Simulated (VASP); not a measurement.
Crystal: Bi.

```
Bi
1.0
     3.48860   -3.13258    0.00000
     3.48860    3.13258    0.00000
    -1.26023    0.00000    3.11355
Bi
2
Direct
  0.75306 0.75306 0.85738
  0.24694 0.24694 0.14262
```

This isn't the form of Bi at room conditions, which is rhombohedral.

| Property | Result |
| --- | --- |
| Program | VASP 6.6.1 |
| Task | single point |
| Functional | PBEsol |
| Potentials or basis | VASP PAW PBE potentials, release 64 (Bi_d) |
| Cutoff | 520 eV |
| k mesh | 6 × 6 × 9 |
| Occupations | fermi-dirac, width 0.05 eV |
| Spin | no spin polarisation |

On this cell: pressure -2.5 GPa; largest force 0.057 eV/Å; band gap on the k mesh none (metal or under the smearing width).

The same run follows on a disturbed copy (atoms moved at random, drawn with an rms of 0.05 Å):

```xyz
2
Lattice="3.4886 -3.1326 0.0000 3.4886 3.1326 0.0000 -1.2602 0.0000 3.1136" Properties=species:S:1:pos:R:3 pbc="T T T"
Bi    4.1692    0.0043    2.6437
Bi    1.5625    0.0187    0.4507
```

**Question.** What does the disturbed cell give?

**Answer.** The energy (extrapolated to zero smearing) moves by +1.5 meV/atom; pressure -2.6 GPa; largest force 0.104 eV/Å; band gap on the k mesh none (metal or under the smearing width).

Forces in eV/Å, atoms in the order of the input:
```
Bi   0.087  0.012  0.054
Bi  -0.087 -0.012 -0.054
```

Stress tensor (GPa, compression positive):
```
-2.54 -0.02 -0.28
-0.02 -3.39 -0.02
-0.28 -0.02 -1.96
```

Caveats: the PAW data sets were made with another functional, which shifts forces and pressure a little; spin-orbit coupling is left out, which moves the levels of the heavy elements.
